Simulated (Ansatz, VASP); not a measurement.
## Two plane-wave programs on Sc

```
Sc
1.0
     0.00000    2.31806    2.31806
     2.31806    0.00000    2.31806
     2.31806    2.31806    0.00000
Sc
1
Direct
  0.00000 0.00000 0.00000
```

Alike in both runs: task single point; functional PBE; k mesh 8 × 8 × 8; occupations gaussian, width 0.05 eV; no spin polarisation.

|  | VASP | Ansatz |
| --- | --- | --- |
| version | VASP 6.6.1 | Ansatz 0.2.0 |
| potentials or method | VASP PAW PBE potentials, release 64 (Sc_sv) | scalar-relativistic, plane waves, PAW |
| plane-wave cutoff (eV) | 520 | 420 |
| valence electrons in the cell | 11 | 11 |

|  | VASP | Ansatz | Ansatz less VASP |
| --- | --- | --- | --- |
| gap on the k mesh at the Fermi level (eV) | none | none | - |
| pressure (GPa) | -0.5 | -0.5 | -0.02 |

A gap of «none» marks a metal or a gap that the smearing closes. The functional is the same, so the differences come from potentials, cutoffs and numerics.
